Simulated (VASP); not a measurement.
## BAs: relaxation of cell and atoms with r2SCAN

BAs:

```
B As
1.0
     0.00000    2.39318    2.39318
     2.39318    0.00000    2.39318
     2.39318    2.39318    0.00000
B As
1 1
Direct
  0.00000 0.00000 0.00000
  0.25000 0.25000 0.25000
```

```json
{
  "Program": "VASP 6.6.1",
  "Task": "relaxation of cell and atoms",
  "Functional": "r2SCAN",
  "Potentials or basis": "VASP PAW PBE potentials, release 64 (B, As)",
  "Cutoff": "600 eV",
  "k mesh": "10 × 10 × 10",
  "Occupations": "gaussian, width 0.03 eV",
  "Spin": "no spin polarisation",
  "Further INCAR settings": "ALGO = Normal; EDIFF = 1e-07; IBRION = 2; EDIFFG = -0.005; NSW = 90; ISIF = 3"
}
```

```yaml
Pressure_after_relaxing: 0.0 GPa
Band_gap_on_the_k_mesh: 1.38 eV, indirect (least direct gap 3.44 eV)
```

Final structure:
```
CELL_PARAMETERS angstrom
0.00000 2.39318 2.39318
2.39318 0.00000 2.39318
2.39318 2.39318 0.00000
ATOMIC_POSITIONS crystal
B 0.00000 0.00000 0.00000
As 0.25000 0.25000 0.25000
```

Levels at points of the mesh, in eV from the valence-band top:
| k point | band 2 | band 3 | band 4 | band 5 | band 6 | band 7 |
| --- | --- | --- | --- | --- | --- | --- |
| (0.00, 0.00, 0.00) | 0.00 | 0.00 | 0.00 | 3.44 | 3.44 | 3.44 |
| (0.50, 0.00, 0.00) | -9.20 | -1.93 | -1.93 | 2.94 | 5.05 | 5.05 |
| (0.50, 0.50, 0.00) | -9.03 | -4.28 | -4.28 | 1.62 | 1.70 | 12.10 |

It took 66 s on 1 thread of Intel(R) Xeon(R) Platinum 8488C (Sapphire Rapids), on a shared host, peak memory 0.16 GiB.

Caveat: the relaxation stopped at its first step, so nothing moved; the PAW data sets were made with another functional, which shifts forces and pressure a little. r2SCAN opens gaps a little over a GGA but as a rule still falls short of measured ones.
